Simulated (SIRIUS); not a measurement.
## TiB2: single point with PBEsol

Crystal: TiB2.

```
Ti B
1.0
     3.02920    0.00000    0.00000
    -1.51460    2.62336    0.00000
     0.00000    0.00000    3.22840
Ti B
1 2
Cartesian
  0.0000 0.0000 0.0000
  1.5146 0.8745 1.6142
  0.0000 1.7489 1.6142
```

```
Program                                     : SIRIUS 7.10.0
Task                                        : single point
Functional                                  : PBEsol
Potentials or basis                         : PseudoDojo 0.4.1 PBEsol standard (scalar relativistic)
Cutoff                                      : 1152 eV
Density cutoff                              : 4606 eV
k mesh                                      : 10 × 10 × 8
Occupations                                 : fermi-dirac, width 0.05 eV
Spin                                        : no spin polarisation
Libxc names                                 : ["XC_GGA_X_PBE_SOL", "XC_GGA_C_PBE_SOL"]
Energy tol                                  : 1e-08 Ha
Density tol                                 : 1e-06
Mixer                                       : anderson
Mixing beta                                 : 0.7
Max scf                                     : 100
Radial cutoff for the potentials' integrals : 6.5 bohr
```

The pressure is -4.7 GPa and the band gap on the k mesh is none (metal or under the smearing width).

Stress tensor (GPa, compression positive):
```
-3.88  0.00  0.00
 0.00 -3.88  0.00
 0.00  0.00 -6.26
```

Run time: 56 s on 1 thread of Arm Neoverse V1 (shared host), peak memory 0.44 GiB.
